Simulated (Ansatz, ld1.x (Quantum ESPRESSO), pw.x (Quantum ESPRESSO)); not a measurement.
## Al: one change to the ultrasoft potential, in the atom and in the bcc crystal

```json
{"Element": "Al", "Generator": "ld1.x (Quantum ESPRESSO) 7.5", "Type": "ultrasoft", "Functional": "PBE", "Relativity": "scalar-relativistic", "Frozen core": "[Ne]", "Valence charge": "3", "Reference configuration": "3s2 3p1", "Partial waves": "3s (bound): rcut 1.70, rcutus 1.90 bohr; 3s channel at 1 Ry: rcut 1.70, rcutus 1.90 bohr; 3p (bound): rcut 1.50, rcutus 1.85 bohr; 3p channel at 3.9 Ry: rcut 1.50, rcutus 1.85 bohr; 3d channel at 0.35 Ry: rcut 1.60, rcutus 1.95 bohr", "Local potential": "all-electron potential smoothed inside 1.80 bohr (lloc = -1)", "Core correction": "none", "Augmentation charge": "PSQ, radius 1.65 bohr"}
```

Change: reference 3s2 3p0.5.

Cutoffs, loose and tight: the cutoffs (Ry, on a coarse ladder) from which the occupation-weighted sum of valence levels, in a spherical-Bessel basis at the reference potential, stays within 10 and 1 mRy of its value at 400 Ry. They do not see the model core or the augmentation charge, which bear on the density cutoff. Test errors are all-electron minus pseudo excitation energies from the reference, over the configurations 3s2 3p0; 3s1 3p0; 3s2 3p0.5; 3s1 3p2; 3s0 3p3; 3s1 3p1; 3s2 3p1.3; variants that change the core or the reference have their own tests.

Crystal test: bcc Al in pw.x 7.5, no spin, 14³ k-points, Fermi–Dirac smearing 0.01 Ry, cutoffs set for each file from its atomic test. The reference is all-electron LAPW (Ansatz 0.2.0) with the same functional, mesh and smearing; V0 and B0 come from Birch–Murnaghan fits to the pressures at five volumes. Errors are pseudo minus all-electron; Δ is the rms difference of the E(V) curves that follow from these fits, minima aligned, over ±6 % about the mean V0. Mesh and smearing are coarse, so the numbers serve the comparison and aren't converged zero-temperature values; the lattice is a test structure that the element need not adopt.

All-electron: a0 = 3.237 Å (V0 = 16.96 Å³/atom), B0 = 68.4 GPa.

Question: Does the change bring the crystal closer to the all-electron result?

Answer: The mean pressure error goes from +0.85 to +1.03 GPa, so the change moves the solid further from the all-electron pressures.

```json
{"quantity": "outcome (atom)", "base": "generated", "changed": "generated"}
{"quantity": "cutoff, loose (atom)", "base": "8 Ry", "changed": "8 Ry"}
{"quantity": "cutoff, tight (atom)", "base": "12 Ry", "changed": "12 Ry"}
{"quantity": "bound ghosts (atom)", "base": "none", "changed": "none"}
{"quantity": "largest test error (meV) (atom)", "base": "+45", "changed": "+48"}
{"quantity": "cutoffs in pw.x (Ry)", "base": "40/320", "changed": "40/320"}
{"quantity": "a0 (Å)", "base": "3.250", "changed": "3.253"}
{"quantity": "a0 error (%)", "base": "+0.40", "changed": "+0.48"}
{"quantity": "B0 error (%)", "base": "-1.7", "changed": "-2.1"}
{"quantity": "Δ (meV/atom)", "base": "3.1", "changed": "3.7"}
{"quantity": "mean pressure error (GPa)", "base": "+0.85", "changed": "+1.03"}
```

Changed file: This is a poor potential for the solid. The atomic cutoffs weigh occupied waves only.
